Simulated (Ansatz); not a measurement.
Consider the substitution at a C–O bond: `COc1ccccc1` + `BC(O)[SiH3]` → `BC([SiH3])OC` + `Oc1ccccc1`.

Program: Ansatz. Geometries: PBE0-D4/def2-TZVP. ΔE: electronic, gas phase. CCSD(T)/CBS is the MP2 limit (def2-TZVPP, def2-QZVPP) plus CCSD(T) − MP2 in def2-TZVPP, frozen cores. DFT in def2-TZVPP. Each species was taken in one conformer, which may not be the lowest.

```tsv
level	ΔE (kcal/mol)
PBE0-D4	-1.1
B2PLYP	-0.3
```

Task: What does CCSD(T)/CBS give? (An estimate is asked.)

Result: Ansatz gave: -0.4 kcal/mol. The listed levels differ from it by -0.7, 0.1 kcal/mol.

Largest T1 diagnostic among the species: 0.013.

In def2-TZVPP, CCSD(T) changes the Hartree–Fock value by −1.0 kcal/mol (the triples alone add −0.2 kcal/mol) and MP2 by −0.8 kcal/mol.

CCSD(T)/CBS has its own doubt, a few kJ/mol and more with outer-core shells, so smaller differences from it don't rank the levels.
